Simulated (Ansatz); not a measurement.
MgO: phonons across the zone

These are results of DFT PBE, scalar-relativistic, plane waves, PAW (Ansatz 0.2.0), not measurements. Plane waves to 420 eV; Γ-centred k mesh 12×12×12; fixed occupations. No spin polarisation. Phonons by linear response, acoustic sum rule imposed.

The cell, relaxed at this level:
```
CELL_PARAMETERS angstrom
0.00000 2.12690 2.12690
2.12690 0.00000 2.12690
2.12690 2.12690 0.00000
ATOMIC_POSITIONS crystal
Mg 0.50000 0.50000 0.50000
O 0.00000 0.00000 0.00000
```

The cell has the rock salt type, in a space group that the Crystallography Open Database lists for this formula; it was reached from a generator's guess.

Force constants from linear response on a 4×4×4 q mesh.

Q: Is the structure dynamically stable on this mesh?

A: Yes, on this mesh: no mode is imaginary.

Q: Give the frequencies (cm⁻¹; i marks imaginary ones) at the irreducible q points, in fractions of the reciprocal vectors, the Γ row without the LO field.

A:
| q | star | frequencies |
| --- | --- | --- |
| 0.000 0.000 0.000 | 1 | 0 0 0 365 365 365 |
| 0.000 0.000 0.250 | 8 | 172 172 315 358 358 647 |
| 0.000 0.000 -0.500 | 4 | 258 258 338 338 527 548 |
| 0.000 0.250 0.250 | 6 | 211 211 306 390 390 596 |
| 0.000 0.250 -0.500 | 24 | 267 311 383 412 430 533 |
| 0.000 0.250 -0.250 | 12 | 246 308 348 394 431 564 |
| 0.000 -0.500 -0.500 | 3 | 280 280 400 418 418 526 |
| 0.250 -0.500 -0.250 | 6 | 328 357 357 420 474 474 |
